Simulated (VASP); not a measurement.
Write the native input for VASP 6.6.1 that does the following.

| Item | Value |
| --- | --- |
| Task | single point |
| Functional | PBE |
| Potentials or basis | VASP PAW PBE potentials, release 64 (C) |
| Cutoff | 520 eV |
| k mesh | 8 × 8 × 8 |
| Occupations | gaussian, width 0.1 eV |
| Spin | no spin polarisation |
| Dipole correction | no |
| Further INCAR settings | ALGO = Fast; EDIFF = 1e-06; NBANDS = 8 |

The structure of C lies in POSCAR:

```
C
1.0
   -1.1746702863      1.1746702863      1.1746702863
    1.1746702863     -1.1746702863      1.1746702863
    1.1746702863      1.1746702863     -1.1746702863
C
1
Direct
    0.0000000000      0.0000000000      0.0000000000
```

The cell was built by a generator and needn't be a form met in nature.

The input as run:

INCAR

```
SYSTEM = C
PREC     = Accurate       ! precision mode
ENCUT    = 520            ! plane-wave cutoff, eV
EDIFF    = 1E-6           ! SCF threshold, eV
ISMEAR   = 0              ! smearing method
SIGMA    = 0.1            ! smearing width, eV
LREAL    = .FALSE.        ! projectors in reciprocal space
LASPH    = .TRUE.         ! aspherical terms in the spheres
NELM     = 60             ! most SCF steps
ALGO     = Fast           ! electronic algorithm
ISIF     = 2              ! what is computed and relaxed
LWAVE    = .FALSE.        ! write WAVECAR
LCHARG   = .FALSE.        ! write CHGCAR
GGA      = PE             ! functional
NBANDS   = 8              ! bands
```

KPOINTS

```
regular mesh
0
G
  8 8 8
  0 0 0
```

Potentials or basis: VASP PAW PBE potentials, release 64 (C).

The run is started by

```console
$ cat potpaw_PBE.64/C/POTCAR > POTCAR
$ mpirun -np 1 vasp_std > vasp.out
```

It gave:

| Item | Value |
| --- | --- |
| Pressure | 0.2 GPa |
| Band gap on the k mesh | none (metal or under the smearing width) |

Caveat: the k mesh is coarse (spacing up to 0.47 Å⁻¹), so the values aren't converged.

It took 2.3 s on 1 thread of Intel(R) Xeon(R) Platinum 8488C (Sapphire Rapids), on a shared host, peak memory 0.1 GiB.
